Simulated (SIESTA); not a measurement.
NbAs in SIESTA: the effect of pseudo set

The system is NbAs.

```
CELL_PARAMETERS angstrom
-1.72585 1.72585 5.84000
1.72585 -1.72585 5.84000
1.72585 1.72585 -5.84000
ATOMIC_POSITIONS crystal
Nb 0.50000 0.00000 0.50000
Nb 0.75000 0.75000 0.00000
As 0.91600 0.41600 0.50000
As 0.16600 0.16600 0.00000
```

Alike in all runs:

| Property | Result |
| --- | --- |
| Program | SIESTA 5.4.2 |
| Task | single point |
| Functional | PBE |
| Basis | DZP (energy shift 0.003 Ry; two zetas on semicore shells) |
| Grid cutoff | 800 Ry |
| Energy shift | 0.003 Ry |
| k mesh | 8 × 8 × 8 |
| Occupations | fermi-dirac, width 0.05 eV |
| Spin | no spin polarisation |

```tsv
pseudo set	pressure (GPa)	largest force (eV/Å)
PseudoDojo 0.4 standard	6.1	0.34
PseudoDojo 0.4 stringent	?	?
PseudoDojo 0.5 standard	6.1	0.34
SG15 1.2	5.5	0.33
SPMS 1.0	6.3	0.37
```

Q: What does the run with pseudo set PseudoDojo 0.4 stringent give?

A: Pressure 4.3 GPa; largest force 0.30 eV/Å.

Caveats: the basis of atomic orbitals isn't converged, which shifts pressures, moduli and gaps; short orbitals over semicore shells can move pressures by several GPa (some runs).

The runs don't all hold the same shells in valence.
